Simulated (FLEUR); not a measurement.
Runs of FLEUR MaX-R8.1 (later development tree) on Si2Mo. Symmetry: I4/mmm, No. 139, tetragonal system. The conventional cell has a = 3.200 Å, b = 3.200 Å, c = 7.861 Å, α = 90.00°, β = 90.00°, γ = 90.00°. Around Mo (site symmetry 4/mmm) lie 10 Si at 2.62 Å. Si (site symmetry 4mm) has 5 Si at 2.61 to 2.63 Å and 5 Mo at 2.62 Å as nearest neighbours. 

```csv
level,U,k mesh,gmax,muffin-tin radii,lnonsphr,local orbitals a species,max iterations,kmax,gap on the mesh (eV),largest force (eV/Å)
PBEsol,-,12 × 12 × 12,13.7 1/bohr,"Mo 2.22, Si 2.22 bohr","Mo 9, Si 9","Mo 5, Si 4",60,4.41 1/bohr,none,0.32
PBEsol+U,Mo d U = 5 eV,10 × 10 × 10,13.4 1/bohr,"Mo 2.27, Si 2.26 bohr","Mo 9, Si 9","Mo 4, Si 4",100,4.34 1/bohr,none,-
PBE,-,12 × 12 × 12,13.7 1/bohr,"Mo 2.22, Si 2.22 bohr",-,"Mo 5, Si 4",60,4.41 1/bohr,none,(a)
PBEsol+U,Mo d U = 4 eV,10 × 10 × 10,13.4 1/bohr,"Mo 2.27, Si 2.26 bohr","Mo 9, Si 9","Mo 4, Si 4",100,4.34 1/bohr,none,-
PBEsol+U,Mo d U = 2 eV,10 × 10 × 10,13.4 1/bohr,"Mo 2.27, Si 2.26 bohr","Mo 9, Si 9","Mo 4, Si 4",100,4.34 1/bohr,none,-
```

Alike in all rows: task single point; potentials or basis all-electron, FLAPW; no spin polarisation; cell as given; smearing fermi-dirac 0.05 eV.

Q: Estimate the missing entries.

A: (a) 0.28.

Caveats: U without spin polarisation on a metal has little footing (some runs); the U is typed as a test and isn't derived for this compound (some runs).

A k mesh can miss the band edges, and the runs leave out spin-orbit coupling on Mo.

A gap of «none» marks a metal or a gap under the smearing width.

Not every run made on this cell is shown here.
